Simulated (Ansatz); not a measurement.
Take a crystal in which Na has been replaced by Cs on all its sites, with the cell rescaled by a rough guess (in some cases also distorted within its space group) and nothing relaxed:

```
Cs Cl
1.0
     4.51462    0.00000    0.00000
     0.00000    4.51462    0.00000
     0.00000    0.00000   15.98686
Cs Cl
4 2
Direct
  0.00000 0.00000 0.22690
  0.00000 0.00000 0.77310
  0.00000 0.00000 0.50000
  0.50000 0.50000 0.00000
  0.50000 0.50000 0.35918
  0.50000 0.50000 0.64082
```

Theory: DFT PBEsol, scalar-relativistic, plane waves, PAW (Ansatz 0.2.0).

Cutoff 420 eV; k points 8×8×4 on the computed 6-atom cell (Γ-centred); Gaussian smearing, width 0.10 eV; no spin polarisation.

(1) Will this cell want to expand or contract, and how hard?

(2) Is it a metal on this mesh?

(3) What is its energy against the elements in their standard states?

Spin-orbit coupling is left out, which matters for the bands of heavy elements. Spin polarisation was left out, and a magnetic state may lie lower.

## Answers

(1) The pressure is -0.5 GPa (positive in compression), so the cell would contract.

(2) Yes, a band crosses the Fermi level.

(3) -1.180 eV/atom at this unrelaxed geometry, with the elements in the same functional.